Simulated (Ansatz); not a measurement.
Level of theory: DFT PBE, scalar-relativistic, plane waves, PAW (Ansatz 0.2.0). All cells share a 420 eV cutoff and Γ-centred k meshes spaced at most about 0.3 Å⁻¹ (about 0.25 or finer for metals, 2π included). No spin polarisation.

These are static total energies at zero pressure.

Two relaxed structures of Be3Se4:

A.

```yaml
crystal:
  lattice:
    - [9.73332, 0.00000, 0.00000]
    - [-4.86666, 8.42930, 0.00000]
    - [0.00000, 0.00000, 3.63054]
  atoms:
    - { symbol: Be, position: [0.40245, 0.18001, 0.75000] }
    - { symbol: Be, position: [0.77756, 0.59755, 0.75000] }
    - { symbol: Be, position: [0.81999, 0.22244, 0.75000] }
    - { symbol: Be, position: [0.22244, 0.40245, 0.25000] }
    - { symbol: Be, position: [0.18001, 0.77756, 0.25000] }
    - { symbol: Be, position: [0.59755, 0.81999, 0.25000] }
    - { symbol: Se, position: [0.66667, 0.33333, 0.75000] }
    - { symbol: Se, position: [0.30771, 0.34480, 0.75000] }
    - { symbol: Se, position: [0.65520, 0.96291, 0.75000] }
    - { symbol: Se, position: [0.03709, 0.69229, 0.75000] }
    - { symbol: Se, position: [0.33333, 0.66667, 0.25000] }
    - { symbol: Se, position: [0.96291, 0.30771, 0.25000] }
    - { symbol: Se, position: [0.34480, 0.03709, 0.25000] }
    - { symbol: Se, position: [0.69229, 0.65520, 0.25000] }
```

B.

```yaml
crystal:
  lattice:
    - [-2.45931, 2.45931, 5.58000]
    - [2.45931, -2.45931, 5.58000]
    - [2.45931, 2.45931, -5.58000]
  atoms:
    - { symbol: Be, position: [0.25000, 0.75000, 0.50000] }
    - { symbol: Be, position: [0.75000, 0.25000, 0.50000] }
    - { symbol: Be, position: [0.50000, 0.50000, 0.00000] }
    - { symbol: Se, position: [0.38215, 0.87574, 0.00000] }
    - { symbol: Se, position: [0.87574, 0.38215, 0.00000] }
    - { symbol: Se, position: [0.12426, 0.12426, 0.50641] }
    - { symbol: Se, position: [0.61785, 0.61785, 0.49359] }
```

**Question.** Which is lower in energy, and by how much?

**Answer.** B is lower, by 53 meV/atom. A has space group P6_3/m (No. 176), 21.3 Å³/atom and no gap on its mesh; B has space group I-42m (No. 121), 19.3 Å³/atom and no gap. The denser one is the lower, and pressure would at first widen the difference. In A, Be is surrounded by 4 Se at 2.18–2.24 Å; Se on a site of symmetry -6 is surrounded by 3 Be at 2.24 Å; Se on a site of symmetry m has 3 Be at 2.18–2.21 Å. In B, around Be on a site of symmetry -4 lie 4 Se at 2.20 Å; Be on a site of symmetry -42m is surrounded by 4 Se at 2.24 Å; Se has 3 Be at 2.20–2.24 Å. Both come from invented guesses. The lowest form computed isn't among them: it has space group Pmn2_1 (No. 31), 21.8 Å³/atom and lies 61 meV/atom below the best shown.

Cells relaxed within their symmetry can be saddle points. Some structure types and database cells were kept out of the candidates from the start, so a known form may be missing.
